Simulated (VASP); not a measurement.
Here is a VASP 6.6.1 calculation.

INCAR

```
SYSTEM = MoS2
  PREC = Accurate
  ENCUT = 520
  EDIFF = 1E-6
  ISMEAR = 0
  SIGMA = 0.01
  LREAL = .FALSE.
  LASPH = .TRUE.
  NELM = 100
  ALGO = Normal
  ISIF = 2
  LWAVE = .FALSE.
  LCHARG = .TRUE.
  GGA = PE
  LELF = .TRUE.
  LVHAR = .TRUE.
  NBANDS = 20
```

KPOINTS

```
regular mesh
0
G
  6 6 6
  0 0 0
```

The input POSCAR:

```
MoS2
1.0
    1.5875907338      0.9165959375      6.1939396005
   -1.5875907338      0.9165959375      6.1939396005
    0.0000000000     -1.8331918751      6.1939396005
Mo S
1 2
Direct
   -0.0000146006     -0.0000146006     -0.0000146006
    0.4170015120      0.4170015120      0.4170015120
    0.2496797553      0.2496797553      0.2496797553
```

Potentials or basis: VASP PAW PBE potentials, release 64 (Mo_sv, S).

Command:

```sh
$ cat potpaw_PBE.64/Mo_sv/POTCAR potpaw_PBE.64/S/POTCAR > POTCAR
$ mpirun -np 1 vasp_std > vasp.out
```

(1) Estimate the largest force.

(2) What does it give for the band gap on the k mesh?

(3) What does it give for the pressure?

Answers

(1) 0.103 eV/Å.

(2) 0.97 eV, indirect (least direct gap 1.69 eV).

(3) 2.3 GPa.
